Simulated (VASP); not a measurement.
# Cu in VASP: relaxation of the atoms with PBE

Aim: the relaxation of the atoms of Cu with PBE.

All numbers are computed with VASP 6.6.1; they aren't measurements. Logs are shortened: lines on timing, memory, paths and dates and some standing lists are left out, and cuts for length are marked.

### Step 1. The slab as given

The cell holds a slab with vacuum, 5 atoms: a = 2.567 Å, b = 2.567 Å, c = 22.260 Å, α = 90.00°, β = 90.00°, γ = 90.00°.

The cell was built by a generator and needn't be a form met in nature.

### Step 2. Relaxation of the atoms, PBE

INCAR

```
SYSTEM = Cu
PREC     = Accurate       ! precision mode
ENCUT    = 520            ! plane-wave cutoff, eV
EDIFF    = 1E-7           ! SCF threshold, eV
ISMEAR   = 1              ! smearing method
SIGMA    = 0.2            ! smearing width, eV
LREAL    = .FALSE.        ! projectors in reciprocal space
LASPH    = .TRUE.         ! aspherical terms in the spheres
NELM     = 80             ! most SCF steps
ALGO     = Normal         ! electronic algorithm
ISIF     = 2              ! what is computed and relaxed
LWAVE    = .FALSE.        ! write WAVECAR
LCHARG   = .FALSE.        ! write CHGCAR
GGA      = PE             ! functional
IBRION   = 2              ! ionic algorithm
NSW      = 40             ! ionic steps
EDIFFG   = -0.005         ! ionic threshold
KPAR     = 8
```

KPOINTS

```
Automatic mesh
0
G
  14 14 1
  0 0 0
```

POSCAR

```
Cu
1.0
    2.5666536938      0.0000000000      0.0000000000
    0.0000000000      2.5666536938      0.0000000000
    0.0000000000      0.0000000000     22.2600000000
Cu
5
Direct
    0.0000000000      0.0000000000      0.3369272237
    0.5000000000      0.5000000000      0.4184590401
    0.0000000000      0.0000000000      0.4999908564
    0.5000000000      0.5000000000      0.5815226728
    0.0000000000      0.0000000000      0.6630544891
```

Potentials or basis: VASP PAW PBE potentials, release 64 (Cu).

Run with:

```console
$ cat potpaw_PBE.64/Cu/POTCAR > POTCAR
$ mpirun -np 8 vasp_std > vasp.out
```

OUTCAR:

```text
SYSTEM = Cu
   PREC = Accurate
   ENCUT = 520
   EDIFF = 1E-7
   ISMEAR = 1
   LREAL = .FALSE.
   LASPH = .TRUE.
   NELM = 80
   ISIF = 2
   GGA = PE
   IBRION = 2
   NSW = 40
   EDIFFG = -0.005

 ion  position               nearest neighbor table
   1  0.000  0.000  0.337-   2 2.57   2 2.57   2 2.57   2 2.57
   2  0.500  0.500  0.418-   3 2.57   3 2.57   3 2.57   3 2.57   1 2.57   1 2.57   1 2.57   1 2.57

   3  0.000  0.000  0.500-   2 2.57   2 2.57   2 2.57   2 2.57   4 2.57   4 2.57   4 2.57   4 2.57

   4  0.500  0.500  0.582-   5 2.57   5 2.57   5 2.57   5 2.57   3 2.57   3 2.57   3 2.57   3 2.57

   5  0.000  0.000  0.663-   4 2.57   4 2.57   4 2.57   4 2.57

  LATTYP: Found a simple tetragonal cell.
 ALAT       =     2.5666536938
 C/A-ratio  =     8.6727711081

  Lattice vectors:

 A1 = (   2.5666536938,   0.0000000000,   0.0000000000)
 A2 = (   0.0000000000,   2.5666536938,   0.0000000000)
 A3 = (   0.0000000000,   0.0000000000,  22.2600000000)

Analysis of symmetry for initial positions (statically):
=====================================================================
 Subroutine PRICEL returns:
 Original cell was already a primitive cell.

 Routine SETGRP: Setting up the symmetry group for a
 simple tetragonal supercell.

 Subroutine GETGRP returns: Found 16 space group operations
 (whereof  8 operations were pure point group operations)
 out of a pool of 16 trial point group operations.

The static configuration has the point symmetry C_4v.
 The point group associated with its full space group is D_4h.

Analysis of symmetry for dynamics (positions and initial velocities):
=====================================================================
 Subroutine PRICEL returns:
 Original cell was already a primitive cell.

 Routine SETGRP: Setting up the symmetry group for a
 simple tetragonal supercell.

 Subroutine GETGRP returns: Found 16 space group operations
 (whereof  8 operations were pure point group operations)
 out of a pool of 16 trial point group operations.

The dynamic configuration has the point symmetry C_4v.
 The point group associated with its full space group is D_4h.

 Subroutine INISYM returns: Found 16 space group operations
 (whereof  8 operations are pure point group operations),
 and found     1 'primitive' translations

----------------------------------------------------------------------------------------

                                     Primitive cell

  volume of cell :     146.6425

  direct lattice vectors                    reciprocal lattice vectors
     2.566653694  0.000000000  0.000000000     0.389612359  0.000000000  0.000000000
     0.000000000  2.566653694  0.000000000     0.000000000  0.389612359  0.000000000
     0.000000000  0.000000000 22.260000000     0.000000000  0.000000000  0.044923630

  length of vectors
     2.566653694  2.566653694 22.260000000     0.389612359  0.389612359  0.044923630

  position of ions in fractional coordinates (direct lattice)
     0.000000000  0.000000000  0.336927224
     0.500000000  0.500000000  0.418459040
     0.000000000  0.000000000  0.499990856
     0.500000000  0.500000000  0.581522673
     0.000000000  0.000000000  0.663054489

  ion indices of the primitive-cell ions
   primitive index   ion index
                 1           1
                 2           2
                 3           3
                 4           4
                 5           5

----------------------------------------------------------------------------------------

 KPOINTS: Automatic mesh

Automatic generation of k-mesh.
 Grid dimensions read from file:
 generate k-points for:   14   14    1

 Generating k-lattice:

  Cartesian coordinates                     Fractional coordinates (reciprocal lattice)
     0.027829454  0.000000000  0.000000000     0.071428571  0.000000000  0.000000000
     0.000000000  0.027829454  0.000000000     0.000000000  0.071428571  0.000000000
     0.000000000  0.000000000  0.044923630     0.000000000  0.000000000  1.000000000

  Length of vectors
     0.027829454  0.027829454  0.044923630

  Shift w.r.t. Gamma in fractional coordinates (k-lattice)
     0.000000000  0.000000000  0.000000000

 Subroutine IBZKPT returns following result:
 ===========================================

 Found     36 irreducible k-points:

 Following reciprocal coordinates:
            Coordinates               Weight
  0.000000  0.000000  0.000000      1.000000
  0.071429  0.000000  0.000000      4.000000
  0.142857  0.000000  0.000000      4.000000
  0.214286  0.000000  0.000000      4.000000
  0.285714  0.000000  0.000000      4.000000
  0.357143  0.000000  0.000000      4.000000
[... 16 lines left out ...]
  0.285714  0.214286  0.000000      8.000000
  0.357143  0.214286  0.000000      8.000000
 [... further k-points ...]
   k-points           NKPTS =     36   k-points in BZ     NKDIM =     36   number of bands    NBANDS=     33
   number of dos      NEDOS =    301   number of ions     NIONS =      5
   total plane-waves  NPLWV =  67200
   dimension x,y,z NGX =    20 NGY =   20 NGZ =  168
   dimension x,y,z NGXF=    40 NGYF=   40 NGZF=  336
   ions per type =               5
   NGX,Y,Z   is equivalent  to a cutoff of  12.95, 12.95, 12.55 a.u.
   NGXF,Y,Z  is equivalent  to a cutoff of  25.91, 25.91, 25.09 a.u.
 SYSTEM =  Cu
   PREC   = accura    normal or accurate (medium, high low for compatibility)
   ISTART =      0    job   : 0-new  1-cont  2-samecut
   ICHARG =      2    charge: 1-file 2-atom 10-const
   ISPIN  =      1    spin polarized calculation?
   LNONCOLLINEAR =      F non collinear calculations
   LSORBIT =      F    spin-orbit coupling
   LASPH  =      T    aspherical Exc in radial PAW
   ENCUT  =  520.0 eV  38.22 Ry    6.18 a.u.   4.77  4.77 41.39*2*pi/ulx,y,z
   NELM   =     80;   NELMIN=  2; NELMDL= -5     # of ELM steps
   EDIFF  = 0.1E-06   stopping-criterion for ELM
   LREAL  =      F    real-space projection
   EDIFFG = -.5E-02   stopping-criterion for IOM
   NSW    =     40    number of steps for IOM
   IBRION =      2    ionic relax: 0-MD 1-quasi-New 2-CG
   NFREE  =      1    steps in history (QN), initial steepest desc. (CG)
   ISIF   =      2    stress and relaxation
   ISYM   =      2    0-nonsym 1-usesym 2-fastsym
   POTIM  = 0.5000    time-step for ionic-motion
   TEBEG  =    0.0;   TEEND  =   0.0 temperature during run
   PSTRESS=    0.0 pullay stress
   NELECT =      55.0000    total number of electrons
   NUPDOWN=      -1.0000    fix difference up-down
   EMIN   =  10.00;   EMAX   =-10.00  energy-range for DOS
   EFERMI =   0.00;   METHOD = LEGACY
   ISMEAR =     1;   SIGMA  =   0.20  broadening in eV -4-tet -1-fermi 0-gaus
   EFERMI_NEDOS =   21; number of points for ismear=-14 and -15
   IALGO  =     38    algorithm
   IMIX   =      4    mixing-type and parameters
     AMIX     =   0.40;   BMIX     =  1.00
     AMIX_MAG =   1.60;   BMIX_MAG =  1.00
  volume/ion in A,a.u.               =      29.33       197.92
  Fermi-wavevector in a.u.,A,eV,Ry     =   1.180617  2.231043 18.964580  1.393857
  Thomas-Fermi vector in A             =   2.316906
   LORBIT       =      0    0 simple, 1 ext, 2 COOP (PROOUT), +10 PAW based schemes
   GGA     = PE    functional components
   LHFCALC =     F    Hartree Fock is set to
   AEXX    =    0.0000 exact exchange contribution
   IVDW    =     0    specifies the selected vdW correction
   LEPSILON=     F    determine dielectric tensor
   LRPA    =     F    only Hartree local field effects (RPA)
 conjugate gradient relaxation of ions
 non-spin polarized calculation
 Methfessel and Paxton  Order N= 1 SIGMA  =   0.20
  energy-cutoff  :      520.00
  volume of cell :      146.64
 maximum number of plane-waves:      3986
 NGX is ok and might be reduce to    20
   NGX =  9   NGY =  9   NGZ = 83

--------------------------------------- Ionic step        1  -------------------------------------------

 number of electron      54.9999909 magnetization

 Free energy of the ion-electron system (eV)
  ---------------------------------------------------
  ext. energy  EPLUGINS =         0.00000000
  ---------------------------------------------------
  free energy    TOTEN  =       -17.43894394 eV

  energy without entropy =      -17.43415805  energy(sigma->0) =      -17.43734864

------------------------ aborting loop because EDIFF is reached ----------------------------------------

  FORCE on cell =-STRESS in cart. coord.  units (eV):
  Direction    XX          YY          ZZ          XY          YZ          ZX
  --------------------------------------------------------------------------------------
  -------------------------------------------------------------------------------------
  Total       -1.3738194     -1.3738194     -0.6117253      0.0000000      0.0000000      0.0000000
  in kB      -15.0099934    -15.0099934     -6.6835518      0.0000000      0.0000000      0.0000000
  external PRESSURE =     -12.2345129 kB  Pullay stress =       0.0000000 kB
[... 258 lines left out ...]
  energy  without entropy=      -17.4463277940  energy(sigma->0) =      -17.44895513

--------------------------------------- Ionic step        8  -------------------------------------------

 number of electron      54.9999923 magnetization

 Free energy of the ion-electron system (eV)
  ---------------------------------------------------
  ext. energy  EPLUGINS =         0.00000000
  ---------------------------------------------------
  free energy    TOTEN  =       -17.45031928 eV

  energy without entropy =      -17.44647146  energy(sigma->0) =      -17.44903667

 E-fermi :   0.4742     XC(G=0):  -5.9646

 val. band max:        0.4463671882   @ k =   0.2857   0.0000   0.0000
 cond. band min:       0.4832891512   @ k =   0.4286   0.3571   0.0000
 fundamental gap:      0.0369219630
 Fermi energy:         0.4741638162

 k-point     1 :       0.0000    0.0000    0.0000
  band No.  band energies     occupation
      1      -8.4370      2.00000
      2      -7.3435      2.00000
      3      -5.6462      2.00000
      4      -4.3889      2.00000
      5      -4.2741      2.00000
      6      -3.8116      2.00000
[... 853 lines left out ...]
     32       5.3726      0.00000
     33       6.8671      0.00000

 [... further k-points ...]

------------------------ aborting loop because EDIFF is reached ----------------------------------------

  FORCE on cell =-STRESS in cart. coord.  units (eV):
  Direction    XX          YY          ZZ          XY          YZ          ZX
  --------------------------------------------------------------------------------------
  -------------------------------------------------------------------------------------
  Total       -0.8609769     -0.8609769     -0.0255837      0.0000000      0.0000000      0.0000000
  in kB       -9.4068098     -9.4068098     -0.2795205      0.0000000      0.0000000      0.0000000
  external PRESSURE =      -6.3643801 kB  Pullay stress =       0.0000000 kB
[... 20 lines left out ...]
  FREE ENERGIE OF THE ION-ELECTRON SYSTEM (eV)
  ---------------------------------------------------
  free  energy   TOTEN  =       -17.4503192802 eV

  energy  without entropy=      -17.4464714591  energy(sigma->0) =      -17.44903667

 reached required accuracy - stopping structural energy minimisation
```

It took 2 min on 8 MPI ranks of Intel Xeon Platinum 8559C (Emerald Rapids), shared host; peak memory 0.35 GiB.

Results:

```
Free energy                  : -17.4503 eV
Energy gained by relaxing    : 2.3 meV/atom
Ionic steps                  : 8
Largest force after relaxing : 0.004 eV/Å
Band gap on the k mesh       : none (metal or under the smearing width)
```

Forces on the atoms (eV/Å):
```
Cu   0.000  0.000 -0.004
Cu   0.000  0.000  0.003
Cu   0.000  0.000  0.000
Cu   0.000  0.000 -0.003
Cu   0.000  0.000  0.004
```

Step by step:
```tsv
step	energy change (eV)	largest force (eV/Å)	pressure (GPa)
1	0.0000	0.2252	-1.22
2	-0.0067	0.1262	-1.10
3	-0.0101	0.0346	-0.96
4	-0.0101	0.0302	-0.94
5	-0.0103	0.0279	-0.93
6	-0.0108	0.0201	-0.87
7	-0.0113	0.0079	-0.68
8	-0.0114	0.0036	-0.64
```

Final structure:
```yaml
crystal:
  lattice:
    - [2.56665, 0.00000, 0.00000]
    - [0.00000, 2.56665, 0.00000]
    - [0.00000, 0.00000, 22.26000]
  atoms:
    - { symbol: Cu, position: [0.00000, 0.00000, 0.33907] }
    - { symbol: Cu, position: [0.50000, 0.50000, 0.41806] }
    - { symbol: Cu, position: [0.00000, 0.00000, 0.49999] }
    - { symbol: Cu, position: [0.50000, 0.50000, 0.58192] }
    - { symbol: Cu, position: [0.00000, 0.00000, 0.66091] }
```
